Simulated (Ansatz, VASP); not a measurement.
# BN: VASP beside Ansatz

```
B N
1.0
     2.49791    0.00000    0.00000
    -1.24896    2.16325    0.00000
     0.00000    0.00000    6.07674
B N
2 2
Direct
  0.33333 0.66667 0.00000
  0.66667 0.33333 0.50000
  0.66667 0.33333 0.00000
  0.33333 0.66667 0.50000
```

Alike in both runs: functional PBE; dispersion D3(BJ); k mesh 12 × 12 × 4; no spin polarisation.

Ansatz relaxed the structure, and its values are those at the end. VASP's run is a single point on that final structure, the one shown.

|  | VASP | Ansatz |
| --- | --- | --- |
| version | VASP 6.6.1 | Ansatz 0.2.0 |
| potentials or method | VASP PAW PBE potentials, release 64 (B, N) | scalar-relativistic, plane waves, PAW |
| plane-wave cutoff (eV) | 520 | 560 |
| occupations | gaussian, width 0.01 eV | fixed |
| valence electrons in the cell | 16 | 16 |

Ansatz gave:

- gap on the k mesh at the Fermi level (eV): 4.12
- least direct gap on the mesh (eV): 4.42
- pressure (GPa): 4.0
- dispersion energy (meV/atom): -157.7

Problem. What did VASP give for the same quantities?

Solution. gap on the k mesh at the Fermi level (eV): 4.11; least direct gap on the mesh (eV): 4.42; pressure (GPa): 4.1; dispersion energy (meV/atom): -157.7.

A k mesh can miss the band edges.
